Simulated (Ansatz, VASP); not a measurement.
## SnO: VASP beside Ansatz

```
Sn O
1.0
     3.42189    0.00000    0.00000
    -1.71095    2.96344    0.00000
     0.00000    0.00000    4.02422
Sn O
1 1
Direct
  0.00000 0.00000 0.50000
  0.00000 0.00000 0.00000
```

Alike in both runs: functional PBE; k mesh 18 × 18 × 14; occupations gaussian, width 0.1 eV; no spin polarisation.

Ansatz relaxed the structure, and its values are those at the end. VASP's run is a single point on that final structure, the one shown.

|  | VASP | Ansatz |
| --- | --- | --- |
| version | VASP 6.6.1 | Ansatz 0.2.0 |
| potentials or method | VASP PAW PBE potentials, release 64 (Sn_d, O) | scalar-relativistic, plane waves, PAW |
| plane-wave cutoff (eV) | 520 | 420 |
| valence electrons in the cell | 20 | 20 |

|  | VASP | Ansatz | Ansatz less VASP |
| --- | --- | --- | --- |
| gap on the k mesh at the Fermi level (eV) | none | none | - |
| pressure (GPa) | 0.2 | 0.0 | -0.18 |

A gap of «none» marks a metal or a gap that the smearing closes.
